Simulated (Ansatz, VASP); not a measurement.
# GaN: VASP beside Ansatz

Wanted: the spread between two codes on one cell, functional and k mesh.

Calculated with Ansatz 0.2.0; plane waves, with VASP 6.6.1 beside it; band structure at LDA, band structure at PBE and band structure at r2SCAN, spin-orbit coupling.

The database entry behind the starting cell has ideal inner coordinates that were not refined, so it need not match the best structure at ambient conditions.

## (1) The starting structure

It takes space group P6_3mc (No. 186, hexagonal). The conventional cell has a = 3.190 Å, b = 3.190 Å, c = 5.189 Å, α = 90.00°, β = 90.00°, γ = 120.00°. Nearest to Ga lie 4 N at 1.95 Å. N has 4 Ga at 1.95 Å nearest. Farther neighbours and most contacts between anions are not listed.

## (2) Ansatz: band structure, LDA

Ansatz runs on its default PAW (the set named soft_2) files.

The same path points are solved in both programs, so levels can be compared one by one.

input.yaml reads:

```yaml
crystal:
  lattice:
    - [3.19, 0.0, 0.0]
    - [-1.595, 2.7626210381, 0.0]
    - [0.0, 0.0, 5.189]
  atoms:
    - { symbol: Ga, position: [0.3333333333, 0.6666666667, 0.5] }
    - { symbol: Ga, position: [0.6666666667, 0.3333333333, 0.0] }
    - { symbol: "N", position: [0.3333333333, 0.6666666667, 0.875] }
    - { symbol: "N", position: [0.6666666667, 0.3333333333, 0.375] }
hamiltonian:
  xc: lda
  pseudopotentials: { kind: paw }
kpoints:
  mp_grid: { grid: [8, 8, 4] }
  band_path:
    path:
      - [0.0, 0.0, 0.0]
      - [0.16667, 0.0, 0.0]
      - [0.33333, 0.0, 0.0]
      - [0.5, 0.0, 0.0]
      - [0.46296, 0.07407, 0.0]
      - [0.40741, 0.18519, 0.0]
      - [0.35185, 0.2963, 0.0]
      - [0.2963, 0.2963, 0.0]
      - [0.18519, 0.18519, 0.0]
      - [0.07407, 0.07407, 0.0]
      - [0.0, 0.0, 0.0]
      - [0.0, 0.0, 0.16667]
      - [0.0, 0.0, 0.33333]
      - [0.0, 0.0, 0.5]
      - [0.11111, 0.0, 0.5]
      - [0.33333, 0.0, 0.5]
      - [0.5, 0.0, 0.5]
      - [0.46296, 0.07407, 0.5]
      - [0.40741, 0.18519, 0.5]
      - [0.35185, 0.2963, 0.5]
      - [0.2963, 0.2963, 0.5]
      - [0.18519, 0.18519, 0.5]
      - [0.07407, 0.07407, 0.5]
      - [0.5, 0.0, 0.5]
      - [0.5, 0.0, 0.33333]
      - [0.5, 0.0, 0.16667]
      - [0.5, 0.0, 0.0]
      - [0.33333, 0.33333, 0.11111]
      - [0.33333, 0.33333, 0.27778]
      - [0.33333, 0.33333, 0.5]
    npoints: 1
scf:
  occupations: { method: gaussian, width: 0.03 }
  n_extra_bands: 8
output:
  forces: true
  stress: true
  eigenvalues: true
```

The run is started by

```
$ ansatz run input.yaml --threads 2 --pin off --max-ram 4608MiB --backend cpu --events-out ev --progress --plain --runs-dir out
```

Numbers of over 12 decimals in the logs are rounded to 6 here.

Output:

```text
scf.n_extra_bands = 8 over 18 filled bands (N_el = 36.0): the run solves 26 bands
Engine: ansatz 0.2.0, aarch64-unknown-linux-gnu
Pseudopotentials: kind: paw
Pseudopotential: Ga, paw, valence charge 13, recommended cutoff 420 eV (normal), Ga.paw.azcp
Pseudopotential: N, paw, valence charge 5, recommended cutoff 420 eV (normal), N.paw.azcp
Functional definition: SPW92
  exchange = slater_x
  correlation = pw_c
Crystal: 4 atoms, lattice volume = 45.729 Å³
Basis set: ecut = 420 eV, 917 PW (Γ)
Bands: 26, of which v1, the nominal top of the filled ones, is band 18 counted from 1 (17 counted from 0)
Symmetry: 12 space group operations
Space group: P63mc (ITA 186), of the structure as read, at distance tolerance 3.6e-5 Å
k-points: 30 of 256 (time reversal used)
Non-local potential: Ga, projectors of the file, l = 0: 2, l = 1: 2, l = 2: 3, l = 3: 1
Non-local potential: N, projectors of the file, l = 0: 2, l = 1: 2, l = 2: 1
PAW form: soft (Blöchl's): semilocal exchange-correlation on the pseudo side does not see the compensation charge
PAW frozen core: Ga, regenerated for the run's functional, and the local potential with it (the file was generated under x = pbe(κ = 0.804, μ = 0.219515), c = pbe(β = 0.066725))
PAW frozen core: N, regenerated for the run's functional, and the local potential with it (the file was generated under x = pbe(κ = 0.804, μ = 0.219515), c = pbe(β = 0.066725))
PAW one-centre angular grid: Ga, 590 points (default); XC on 64 Gauss nodes
PAW one-centre angular grid: N, 110 points (default); XC on 64 Gauss nodes
Initial density: superposition of atomic densities (neutral atoms: chi_scale 0, normalization atom), corrected by the library's trained network
Initial wavefunctions: pseudopotential atomic-orbital guess
Functional: x = slater, c = lda
SCF iter   1: F=—  HF=-8164.180433 eV  |F-HF|=—  |Δ(HF+E_count)|=         —  Δρ=1.36e-2  dr2=8.16e-2  ethr=1.77e-3  ⟨swp⟩=5.4  Hψ=3146  notcnv=0  defer=9
preconditioner: auto → Resta (q_TF=auto, 2.622 Å⁻¹)  ε∞=4.1  [insulator: Δε(μ)=1.790 eV  Ē_g=18.658 eV  σ=0.030 eV  W_gap=1.00  n_scr=22 (ndim 8)  ℏωp=32.9 eV  f_vac=0.009  D(μ)=0.00/eV (n_scr^D=0)  ε∞_Penn≈4.1]
SCF iter   2: F=—  HF=-8164.162342 eV  |F-HF|=—  |Δ(HF+E_count)|=   1.81e-2  Δρ=6.38e-3  dr2=2.06e-2  ethr=2.27e-4  ⟨swp⟩=2.0  Hψ=1173  notcnv=0  defer=75
SCF iter   3: F=—  HF=-8164.157142 eV  |F-HF|=—  |Δ(HF+E_count)|=   5.20e-3  Δρ=1.71e-3  dr2=5.63e-4  ethr=5.72e-5  ⟨swp⟩=2.6  Hψ=1206  notcnv=0  defer=81
SCF iter   4: F=—  HF=-8164.156490 eV  |F-HF|=—  |Δ(HF+E_count)|=   6.52e-4  Δρ=5.87e-4  dr2=7.73e-5  ethr=1.56e-6  ⟨swp⟩=2.2  Hψ=1200  notcnv=0  defer=81
SCF iter   5: F=—  HF=-8164.156474 eV  |F-HF|=—  |Δ(HF+E_count)|=   1.62e-5  Δρ=5.55e-5  dr2=1.44e-6  ethr=2.15e-7  ⟨swp⟩=2.0  Hψ=1239  notcnv=0  defer=81
SCF iter   6: F=—  HF=-8164.156474 eV  |F-HF|=—  |Δ(HF+E_count)|=   9.82e-8  Δρ=1.57e-5  dr2=1.03e-7  ethr=2.78e-10  ⟨swp⟩=7.8  Hψ=3277  notcnv=0
SCF iter   7: F=-8164.156474 eV  HF=-8164.156474 eV  |F-HF|=2.87e-10  |Δ(HF+E_count)|=   1.64e-8  Δρ=2.17e-6  dr2=2.23e-9  ethr=2.78e-10  ⟨swp⟩=3.9  Hψ=2098  notcnv=0
SCF 1 converged in 7 iterations: F = -8164.156474 eV  dr2 = 2.23e-9
  greatest PAW one-centre occupation: 0.996 electrons in one spin orbital (limit 2), on the Ga atom at site 1 (counted from 0), in its partial waves of l = 2
NSCF: frozen V_eff on 30 k-points
SCF converged after 7 iterations
Free energy (F): -8164.156474 eV
Harris-Foulkes:  -8164.156474 eV  (|F-HF|=2.87e-10)
Internal energy: -8164.156474 eV  (E = F + TS)
E sigma→0 (E₀):  -8164.156474 eV
Fermi energy:    10.267913 eV
--- Per-component energies (eV) ---
  E_band       = -25.552255
  E_kinetic    = 493.223181
  E_local      = -3912.350900  (includes V_loc(G=0)·N_el)
  E_nonlocal   = 955.158161
  E_hartree    = 1794.382018
  E_xc         = -255.360814
  E_vxc        = -268.016472  (∫ρ·V_xc dr)
  E_paw        = -4070.316721  (= ΣΔE_a)
  E_vpaw       = -882.331718  (= ΣTr[D̂ρ^β])
  E_aug_tail   = 0.000100  (compensation charges beyond the density's cutoff)
  E_ewald      = -3172.508547
  E_core_change = 3.617048  (= ΣΔE_core)
  E_smearing   = -0.000000  (= −TS)
  E_closure    = 0.000000  (closes the sum)
  Σ components = -8164.156474   (vs F -8164.156474, Δ=0.00e0)
--- Forces (eV/Å), atoms counted from 1 ---
  atom   1  Ga    -0.00000000     0.00000000    -0.11109141
  atom   2  Ga     0.00000000    -0.00000000    -0.11109141
  atom   3  N      0.00000000     0.00000000     0.11109149
  atom   4  N      0.00000000    -0.00000000     0.11109149
  max |Σ_I F_I| component: 1.62e-7 eV/Å
--- Stress (GPa, compression-positive) ---
       -6.892365       0.000000       0.000000
        0.000000      -6.892365       0.000000
        0.000000       0.000000      -5.357926
  P = ⅓ Tr σ = -6.3809 GPa (-63.809 kbar)
--- Band table (eV; the first three rows and the last of 30) ---
  k-point 0: bands = [... 14 lower, 8.2622, 9.2520, 9.3193, 9.3193, 11.2162, 13.4555, 18.3465, 19.0073, ... 4 higher]
  k-point 1: bands = [... 14 lower, 8.4105, 8.4105, 9.1575, 9.1575, 12.3885, 13.5675, 17.9615, 18.6860, ... 4 higher]
  k-point 2: bands = [... 14 lower, 8.7773, 8.7773, 8.7773, 8.7773, 13.4833, 13.4833, 17.6293, 17.6293, ... 4 higher]
  k-point 29: bands = [... 14 lower, 5.3785, 5.3785, 7.7760, 7.7760, 15.2338, 15.2338, 16.8772, 16.8772, ... 4 higher]
```

Run time: 3.1 s. Hardware: 2 threads of Arm Neoverse V2, shared host; peak memory 0.33 GiB; 5.7 s of CPU time.

Reading the cycles: dr2 is the Hartree energy of the density residual (eV), the measure of convergence; HF is the Harris–Foulkes estimate of the energy, which meets the free energy F at convergence.

## (3) VASP: band structure, LDA

The same cell, functional (in two slightly different forms), mesh and smearing now go to VASP, with its own data sets and cutoff.

Lines of VASP's logs that name or quote its potential files are left out, and so is its time.

INCAR reads:

```
SYSTEM = GaN
PREC = Accurate
ENCUT = 460
EDIFF = 1E-06
NELM = 100
ISMEAR = 0
SIGMA = 0.03
LREAL = .FALSE.
ALGO = Normal
GGA = CA
NBANDS = 32
LORBIT = 11
LWAVE = .FALSE.
LCHARG = .FALSE.
KPAR = 8
LASPH = .TRUE.
```

POSCAR reads:

```
GaN
1.0
    3.1900000000      0.0000000000      0.0000000000
   -1.5950000000      2.7626210381      0.0000000000
    0.0000000000      0.0000000000      5.1890000000
Ga N
2 2
Direct
    0.3333333333      0.6666666667      0.5000000000
    0.6666666667      0.3333333333      0.0000000000
    0.3333333333      0.6666666667      0.8750000000
    0.6666666667      0.3333333333      0.3750000000
```

KPOINTS reads:

```
Automatic mesh
0
Gamma
8 8 4
0 0 0
```

KPOINTS_OPT reads:

```
Line mode
10
Line-mode
Reciprocal
  0.00000000   0.00000000   0.00000000 GAMMA
  0.50000000   0.00000000   0.00000000 M

  0.50000000   0.00000000   0.00000000 M
  0.33333333   0.33333333   0.00000000 K

  0.33333333   0.33333333   0.00000000 K
  0.00000000   0.00000000   0.00000000 GAMMA

  0.00000000   0.00000000   0.00000000 GAMMA
  0.00000000   0.00000000   0.50000000 A

  0.00000000   0.00000000   0.50000000 A
  0.50000000   0.00000000   0.50000000 L

  0.50000000   0.00000000   0.50000000 L
  0.33333333   0.33333333   0.50000000 H

  0.33333333   0.33333333   0.50000000 H
  0.00000000   0.00000000   0.50000000 A

  0.50000000   0.00000000   0.50000000 L
  0.50000000   0.00000000   0.00000000 M

  0.33333333   0.33333333   0.00000000 K
  0.33333333   0.33333333   0.50000000 H
```

PAW data sets: Ga_d and N (LDA family, release 64).

The run is started by

```
$ mpirun -np 8 vasp_std
```

Output:

```text
[banner, memory and clock lines left out]
running    8 mpi-ranks, on    1 nodes
 distrk:  each k-point on    1 cores,    8 groups
 distr:  one band on    1 cores,    1 groups

 POSCAR found type information on POSCAR GaN
 POSCAR found :  2 types and       4 ions
|                                                                             |
|           W    W    AA    RRRRR   N    N  II  N    N   GGGG   !!!           |
|           W    W   A  A   R    R  NN   N  II  NN   N  G    G  !!!           |
|           W    W  A    A  R    R  N N  N  II  N N  N  G       !!!           |
|           W WW W  AAAAAA  RRRRR   N  N N  II  N  N N  G  GGG   !            |
|           WW  WW  A    A  R   R   N   NN  II  N   NN  G    G                |
|           W    W  A    A  R    R  N    N  II  N    N   GGGG   !!!           |
|                                                                             |
|     For optimal performance we recommend to set                             |
|       NCORE = 2 up to number-of-cores-per-socket                            |
|     NCORE specifies how many cores store one orbital (NPAR=cpu/NCORE).      |
|     This setting can greatly improve the performance of VASP for DFT.       |
|     The default, NCORE=1 might be grossly inefficient on modern             |
|     multi-core architectures or massively parallel machines. Do your        |
|     Unfortunately you need to use the default for GW and RPA                |
|     calculations (for HF NCORE is supported but not extensively tested      |
|     yet).                                                                   |
|                                                                             |

 LDA part: xc-table for (Slater(with rela. corr.)+CA(PZ))
 , standard interpolation
 POSCAR, INCAR and KPOINTS ok, starting setup
 FFT: planning ... GRIDC
 FFT: planning ... GRID_SOFT
 FFT: planning ... GRID
 WAVECAR not read
 entering main loop
       N       E                     dE             d eps       ncg     rms          rms(c)
DAV:   1     0.281043190609E+03    0.28104E+03   -0.15278E+04  2344   0.195E+03
DAV:   2     0.739026753030E+01   -0.27365E+03   -0.25018E+03  1960   0.467E+02
DAV:   3    -0.307974837472E+02   -0.38188E+02   -0.37592E+02  2288   0.121E+02
DAV:   4    -0.319060539534E+02   -0.11086E+01   -0.11076E+01  2176   0.231E+01
DAV:   5    -0.319215675140E+02   -0.15514E-01   -0.15512E-01  2296   0.278E+00    0.106E+01
DAV:   6    -0.279525669072E+02    0.39690E+01   -0.69327E+00  3184   0.400E+01    0.332E+00
DAV:   7    -0.279504546107E+02    0.21123E-02   -0.95978E-01  2072   0.683E+00    0.255E+00
DAV:   8    -0.279126891417E+02    0.37765E-01   -0.21528E-01  2768   0.338E+00    0.156E+00
DAV:   9    -0.278900383093E+02    0.22651E-01   -0.40334E-02  2920   0.259E+00    0.468E-01
DAV:  10    -0.278907341479E+02   -0.69584E-03   -0.53035E-03  2320   0.505E-01    0.235E-01
DAV:  11    -0.278904015905E+02    0.33256E-03   -0.11263E-03  3072   0.584E-01    0.107E-01
DAV:  12    -0.278904133763E+02   -0.11786E-04   -0.17707E-04  2144   0.695E-02    0.108E-01
DAV:  13    -0.278904547503E+02   -0.41374E-04   -0.26255E-05  2608   0.342E-02    0.198E-01
DAV:  14    -0.278904073938E+02    0.47356E-04   -0.19035E-04  2512   0.849E-02    0.569E-02
DAV:  15    -0.278904041954E+02    0.31984E-05   -0.92821E-06  2288   0.180E-02    0.424E-02
DAV:  16    -0.278904018421E+02    0.23533E-05   -0.20931E-06  1744   0.872E-03    0.234E-02
DAV:  17    -0.278904009281E+02    0.91400E-06   -0.22686E-06  1888   0.868E-03
   1 F= -.27890401E+02 E0= -.27890401E+02  d E =-.966472E-27
 Start KPOINTS_OPT (optional k-point list driver)
k-point batch [1-30\90]
       N       E                     dE             ncg
DAV:   1     0.359542179767E+04   -0.24046E+05     2424
DAV:   2    -0.422205984630E+04   -0.78175E+04     1944
DAV:   3    -0.529131427993E+04   -0.10693E+04     2272
DAV:   4    -0.532217126114E+04   -0.30857E+02     2144
DAV:   5    -0.532258846792E+04   -0.41721E+00     2352
DAV:   6    -0.532260556332E+04   -0.17095E-01     2600
DAV:   7    -0.532260604700E+04   -0.48367E-03     2512
DAV:   8    -0.532260605520E+04   -0.82075E-05     1832
DAV:   9    -0.532260605557E+04   -0.36918E-06     1584
[...]
k-point batch [61-90\90]
       N       E                     dE             ncg
DAV:   1     0.378524598742E+04   -0.33962E+05     2352
DAV:   2    -0.426441305701E+04   -0.80497E+04     1944
DAV:   3    -0.537475547806E+04   -0.11103E+04     2296
DAV:   4    -0.540564772024E+04   -0.30892E+02     2192
DAV:   5    -0.540606395633E+04   -0.41624E+00     2344
DAV:   6    -0.540607961174E+04   -0.15655E-01     2624
DAV:   7    -0.540608006670E+04   -0.45496E-03     2496
DAV:   8    -0.540608006891E+04   -0.22129E-05     1776
DAV:   9    -0.540608006908E+04   -0.17183E-06     1480
```

From OUTCAR (step 3):

```text
ion  position               nearest neighbor table
   1  0.333  0.667  0.500-   3 1.95   4 1.95   4 1.95   4 1.95
   2  0.667  0.333  0.000-   4 1.95   3 1.95   3 1.95   3 1.95
   3  0.333  0.667  0.875-   1 1.95   2 1.95   2 1.95   2 1.95
   4  0.667  0.333  0.375-   2 1.95   1 1.95   1 1.95   1 1.95

  LATTYP: Found a hexagonal cell.
 ALAT       =     3.1900000000
 C/A-ratio  =     1.6266457680

 Subroutine GETGRP returns: Found 12 space group operations
 (whereof  6 operations were pure point group operations)

The static configuration has the point symmetry C_3v.
 The point group associated with its full space group is C_6v.

 Found     30 irreducible k-points:

   k-points           NKPTS =     30   k-points in BZ     NKDIM =     30   number of bands    NBANDS=     32

   dimension x,y,z NGX =    24 NGY =   24 NGZ =   36
   dimension x,y,z NGXF=    48 NGYF=   48 NGZF=   72

   ENCUT  =  460.0 eV  33.81 Ry    5.81 a.u.   5.58  5.58  9.07*2*pi/ulx,y,z

   NELECT =      36.0000    total number of electrons

 k-points in reciprocal lattice and weights: Automatic mesh
   0.00000000  0.00000000  0.00000000       0.004
   0.12500000  0.00000000  0.00000000       0.023
   0.25000000  0.00000000  0.00000000       0.023
   0.37500000  0.00000000  0.00000000       0.023
   0.50000000  0.00000000  0.00000000       0.012
   0.12500000  0.12500000  0.00000000       0.023
   0.25000000  0.12500000  0.00000000       0.047
   0.37500000  0.12500000  0.00000000       0.047
   0.25000000  0.25000000  0.00000000       0.023
[...]
0.25000000  0.25000000  0.50000000       0.023
   0.37500000  0.25000000  0.50000000       0.023

 average (electrostatic) potential at core
       1 -64.7342       2 -64.7342       3 -61.9858       4 -61.9858

 E-fermi :   5.2839

 k-point     1 :       0.0000    0.0000    0.0000
  band No.  band energies     occupation
    ...
     14       4.0100      2.00000
     15       4.0100      2.00000
     16       4.9988      2.00000
     17       5.0649      2.00000
     18       5.0650      2.00000
     19       6.9781      0.00000
     20       9.2124      0.00000
     21      14.0975      0.00000
     22      14.7494      0.00000
     23      14.7494      0.00000
    ...

 k-point     2 :       0.1250    0.0000    0.0000
  band No.  band energies     occupation
    ...
     14       2.9441      2.00000
     15       3.6981      2.00000
     16       3.9149      2.00000
     17       4.8397      2.00000
     18       4.9277      2.00000
     19       8.0050      0.00000
     20      10.0665      0.00000
     21      13.5122      0.00000
     22      14.0214      0.00000
     23      15.1175      0.00000
    ...

 k-point     3 :       0.2500    0.0000    0.0000
  band No.  band energies     occupation
    ...
     14       1.0304      2.00000
     15       2.2027      2.00000
     16       3.0553      2.00000
     17       4.3143      2.00000
     18       4.5729      2.00000
     19       9.2962      0.00000
     20      10.8504      0.00000
     21      12.2698      0.00000
     22      13.4255      0.00000
     23      15.0690      0.00000
    ...

  Total       -1.8798362     -1.8798362     -1.4301244      0.0000000      0.0000000      0.0000000
  in kB      -65.8620024    -65.8620024    -50.1058832      0.0000000      0.0000000      0.0000000
  external PRESSURE =     -60.6099627 kB  Pullay stress =       0.0000000 kB

  energy-cutoff  :      460.00
  volume of cell :       45.73
      direct lattice vectors                 reciprocal lattice vectors
     3.190000000  0.000000000  0.000000000     0.313479624  0.180987545  0.000000000
    -1.595000000  2.762621038  0.000000000     0.000000000  0.361975090  0.000000000
     0.000000000  0.000000000  5.189000000     0.000000000  0.000000000  0.192715359

 POSITION                                       TOTAL-FORCE (eV/Angst)
 -----------------------------------------------------------------------------------
     -0.00000      1.84175      2.59450        -0.000000     -0.000000     -0.112106
      1.59500      0.92087      0.00000         0.000000      0.000000     -0.112106
     -0.00000      1.84175      4.54038        -0.000000     -0.000000      0.112106
      1.59500      0.92087      1.94588         0.000000     -0.000000      0.112106
 -----------------------------------------------------------------------------------
    total drift:                               -0.000000     -0.000001     -0.000447

  FREE ENERGIE OF THE ION-ELECTRON SYSTEM (eV)
  ---------------------------------------------------
  free  energy   TOTEN  =       -27.8904009281 eV

  energy  without entropy=      -27.8904009281  energy(sigma->0) =      -27.89040093

 total charge
# of ion       s       p       d       tot
------------------------------------------
    1        0.796   0.908  10.177  11.881
    2        0.796   0.908  10.177  11.881
    3        1.214   2.484   0.000   3.698
    4        1.214   2.484   0.000   3.698
--------------------------------------------------
tot          4.020   6.783  20.354  31.158

[... 3 further parts left out ...]
```

The run ends at a pressure of -6.06 GPa, with forces up to 0.11 eV/Å.

## (4) Comparison

Known differences besides the potentials themselves: the two LDA forms differ slightly; the cutoff is 420 eV in Ansatz and 460 eV in VASP; VASP's log shows a relativistic correction to its local exchange, Ansatz's none. Total energies have different zeros and are not compared.

Both answers:

```
                                        quantity  Ansatz   VASP  difference
                                  pressure (GPa)   -6.38  -6.06       -0.32
pressure without Ansatz's Pulay correction (GPa)   -7.02  -6.06       -0.96
                   gap over the path points (eV)   1.897  1.913      -0.016
```

Forces (eV/Å; atoms numbered as in POSCAR):

```
atom        Ansatz x, y, z          VASP x, y, z
 Ga1  0.000, 0.000, -0.111  0.000, 0.000, -0.112
 Ga2  0.000, 0.000, -0.111  0.000, 0.000, -0.112
  N3   0.000, 0.000, 0.111   0.000, 0.000, 0.112
  N4   0.000, 0.000, 0.111   0.000, 0.000, 0.112
```

Levels at points of the path, from each program's valence-band top (eV; 4 filled, then empty):

```
k (reciprocal lattice)                                  Ansatz                                    VASP
     0.000 0.000 0.000    -1.06 -0.07 0.00 0.00 1.90 4.14 9.03    -1.05 -0.07 0.00 0.00 1.91 4.15 9.03
     0.167 0.000 0.000  -1.72 -1.57 -0.36 -0.24 3.39 5.40 7.97  -1.71 -1.57 -0.36 -0.24 3.40 5.41 7.97
     0.333 0.000 0.000  -3.92 -2.41 -1.31 -0.74 4.77 5.58 6.56  -3.91 -2.41 -1.31 -0.74 4.77 5.59 6.56
     0.500 0.000 0.000  -4.28 -2.77 -2.27 -0.99 4.89 5.46 5.90  -4.28 -2.77 -2.27 -0.99 4.89 5.46 5.90
     0.463 0.074 0.000  -4.25 -3.02 -2.30 -1.21 5.26 5.65 5.85  -4.25 -3.02 -2.30 -1.21 5.26 5.66 5.86
     0.407 0.185 0.000  -4.39 -3.60 -2.47 -2.03 5.37 6.65 6.73  -4.39 -3.60 -2.47 -2.03 5.36 6.66 6.74
     0.352 0.296 0.000  -5.18 -3.24 -2.85 -2.67 5.00 7.48 7.74  -5.18 -3.24 -2.85 -2.67 4.99 7.49 7.75
     0.296 0.296 0.000  -4.82 -3.52 -2.59 -2.57 5.10 7.27 7.80  -4.82 -3.52 -2.59 -2.57 5.08 7.29 7.82
     0.185 0.185 0.000  -4.07 -2.77 -1.25 -1.14 5.24 6.63 7.12  -4.07 -2.77 -1.25 -1.14 5.25 6.63 7.13
     0.074 0.074 0.000  -1.57 -1.05 -0.23 -0.18 2.97 5.04 8.62  -1.56 -1.05 -0.23 -0.18 2.98 5.06 8.63
```

The forces differ by 0.6 meV/Å r.m.s., which is 0.9 % of the r.m.s. force of 0.06 eV/Å (both taken over all components). Among the levels compared at these points, filled levels agree within 6 meV and empty ones within 16 meV. Ansatz's pressure holds a Pulay correction of 0.64 GPa; VASP's holds none.

[end of part 1 of 2]

[Lines on the potential files, build, host, timing and source positions are cut from VASP's logs without a mark.]

[Logs are printed without paths, hosts, clocks, repeated set-up lines and the standing remarks that a program may print on its own settings, such as how far it seeks lower states.]

[Hosts, paths, dates, database ids (printed as entryN), source tags and the programs' standing remarks are cut or masked in the printed files.]
